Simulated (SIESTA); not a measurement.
# MoSe2 under changes of volume

One of the cells (20.129 Å³/atom); the others are scaled copies at fixed shape and fractional positions:

```xyz
6
Lattice="3.2880 0.0000 0.0000 -1.6440 2.8475 0.0000 0.0000 0.0000 12.9000" Properties=species:S:1:pos:R:3 pbc="T T T"
Mo    1.6440    0.9492    9.6750
Mo    0.0000    1.8983    3.2250
Se    1.6440    0.9492    4.8375
Se    0.0000    1.8983   11.2875
Se    1.6440    0.9492    1.6125
Se    0.0000    1.8983    8.0625
```

* Program: SIESTA 5.4.2
* Functional: LDA
* Potentials or basis: PseudoDojo 0.4 standard (LDA files)
* Basis: DZP (energy shift 0.003 Ry; two zetas on semicore shells)
* Grid cutoff: 800 Ry
* Energy shift: 0.003 Ry
* k mesh: 7 × 7 × 2
* Occupations: fermi-dirac, width 0.05 eV
* Spin: no spin polarisation

```csv
volume (Å³/atom),energy over the lowest point (meV/atom),pressure (GPa),gap on the mesh (eV),largest force (eV/Å)
18.922,102.44,17.2,1.00,2.626
19.324,64.29,13.2,1.00,2.172
19.727,35.91,9.5,0.99,1.750
20.129,16.31,6.2,0.99,1.364
20.532,?,?,?,?
20.935,0.00,0.5,0.98,0.688
21.337,1.81,-1.9,0.97,0.389
```

Question: What does the run at 20.532 Å³/atom give?

Answer: Energy over the lowest point 4.60 meV/atom; pressure 3.2 GPa; gap on the mesh 0.99 eV; largest force 1.016 eV/Å.

Worked out: A Birch-Murnaghan fit of order 3 (a polynomial in V^(-2/3)) to the other rows has its minimum at 21.02 Å³/atom with B0 = V·E''(V) = 130 GPa and B' = 4.5 at fixed shape and positions, which overstates the stiffness. It gives 4.60 meV/atom at 20.532 Å³/atom, against the run's 4.60, and -dE/dV = 3.2 GPa, against 3.2. A straight line through the other rows of the gap, of slope -0.245 eV per unit of ln V, gives 0.98 eV, against the run's 0.99.

Energies are extrapolated to zero smearing.

Caveats: an odd mesh through Γ misses points on the zone boundary, where band edges often lie; the cell's inner coordinates are idealised or old, which leaves forces on the atoms; the basis of atomic orbitals isn't converged, which shifts pressures, moduli and gaps. Spin-orbit coupling on Mo, Se is left out.
